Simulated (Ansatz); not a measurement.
Independent-particle absorption of CsH (Fm-3m, a = 6.102 Å, b = 6.102 Å, c = 6.102 Å, α = 90.00°, β = 90.00°, γ = 90.00°), no local fields or excitons, 0.1 eV broadening. Level of theory: DFT LDA, scalar-relativistic, plane waves, PAW in Ansatz 0.2.0.

Plane waves to 420 eV, a k mesh through Γ of 8×8×8 on the computed 2-atom cell and Gaussian smearing (0.02 eV); no spin polarisation. The spectrum is summed on a 12×12×12 mesh.

```
CELL_PARAMETERS angstrom
0.00000 3.05112 3.05112
3.05112 0.00000 3.05112
3.05112 3.05112 0.00000
ATOMIC_POSITIONS crystal
Cs 0.00000 0.00000 0.00000
H 0.50000 0.50000 0.50000
```

(photon energy (eV), ε2,zz): (0.0, 0.00), (0.4, 0.00), (0.8, 0.00), (1.2, 0.00), (1.4, 0.00), (1.8, 0.43), (2.2, 1.10), (2.6, 1.28), (3.0, 1.53), (3.4, 2.26), (3.8, 1.82), (4.0, 1.47), (4.4, 0.92), (4.8, 4.50), (5.2, 3.07), (5.6, 2.67), (6.0, 3.13), (6.4, 3.10), (6.6, 1.78), (7.0, 1.74), (7.4, 1.43), (7.8, 1.38), (8.2, 1.16), (8.6, 1.02), (9.0, 0.82), (9.2, 0.83), (9.6, 0.66), (10.0, 1.24), (10.4, 1.59), (10.8, 2.65), (11.2, 5.19), (11.6, 2.52), (11.8, 2.72), (12.2, 3.21), (12.6, 4.17), (13.0, 3.05)

The strongest peak lies near 11.2 eV. ε∞ (xx, yy, zz) = 3.9, 3.9, 3.9.